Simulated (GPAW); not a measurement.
The system is Nb4C3.

```
Nb C
1.0
     4.47077    0.00000    0.00000
     0.00000    4.47077    0.00000
     0.00000    0.00000    4.47077
Nb C
4 3
Cartesian
  2.2354 2.2354 2.2354
  2.2354 0.0000 0.0000
  0.0000 0.0000 2.2354
  0.0000 2.2354 0.0000
  0.0000 2.2354 2.2354
  2.2354 2.2354 0.0000
  2.2354 0.0000 2.2354
```

The cell comes from a database or a generator and needn't be the stable form of this composition.

Base run:

| Property | Result |
| --- | --- |
| Program | GPAW 26.7.0 |
| Functional | PBEsol |
| Potentials or basis | PAW data sets generated in the run's folder for this functional |
| Cutoff | 800 eV |
| Basis | pw |
| k mesh | 6 × 6 × 6 |
| Occupations | fermi-dirac, width 0.05 eV |
| Spin | no spin polarisation |
| Hubbard terms | Nb d U = 1 eV |

Its results: pressure -9.7 GPa.

**Question.** After a change of settings the same cell gave: pressure -4.4 GPa. Which change was it?
A. hubbard terms from Nb d U = 1 eV to none
B. hubbard terms from Nb d U = 1 eV to Nb d U = 4 eV
C. hubbard terms from Nb d U = 1 eV to Nb d U = 3 eV

**Answer.** B.

Caveats: U without spin polarisation on a metal has little footing; the U is typed as a test and isn't derived for this compound.

Not every run made on this cell is shown here.
